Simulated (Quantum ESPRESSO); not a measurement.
A run of Quantum ESPRESSO 7.5:

pw.in

```
&CONTROL
  calculation = 'vc-relax'
  prefix = 'pwscf'
  outdir = './tmp'
  pseudo_dir = './pseudo'
  tprnfor = .true.
  tstress = .true.
  disk_io = 'low'
  nstep = 40
  forc_conv_thr = 0.0004
  etot_conv_thr = 1d-05
/
&SYSTEM
  ibrav = 0
  nat = 1
  ntyp = 1
  ecutwfc = 45
  ecutrho = 360
  nbnd = 13
  occupations = 'smearing'
  smearing = 'fd'
  degauss = 0.00367493
/
&ELECTRONS
  conv_thr = 2d-10
  electron_maxstep = 120
  mixing_beta = 0.5
/
&IONS
  ion_dynamics = 'bfgs'
/
&CELL
  cell_dynamics = 'bfgs'
  press = 0
  press_conv_thr = 0.3
/
ATOMIC_SPECIES
Sb   121.7600 sb_pbesol_v1.4.uspp.F.UPF
CELL_PARAMETERS angstrom
  -1.8713408863    1.8713408863    1.8713408863
   1.8713408863   -1.8713408863    1.8713408863
   1.8713408863    1.8713408863   -1.8713408863
ATOMIC_POSITIONS crystal
Sb     0.0000000000    0.0000000000    0.0000000000
K_POINTS automatic
10 10 10 0 0 0
```

Potentials or basis: GBRV 1.5 PBEsol.

Launch:

```sh
$ OMP_NUM_THREADS=1 mpirun -n 2 pw.x -nk 2 -in pw.in > pw.out
```

Hardware: 2 MPI ranks on Intel(R) Xeon(R) Platinum 8259CL CPU @ 2.50GHz (Skylake/Cascade Lake), with other jobs on the host.

**Question.** Estimate the wall time of this run.

**Answer.** Run time: 18 s on 2 MPI ranks on Intel(R) Xeon(R) Platinum 8259CL CPU @ 2.50GHz (Skylake/Cascade Lake), with other jobs on the host, peak memory 0.18 GiB a rank. Counts: scf iterations 22, k pools 2, bands 13, ion steps 3, k points 47, g dense 20473.
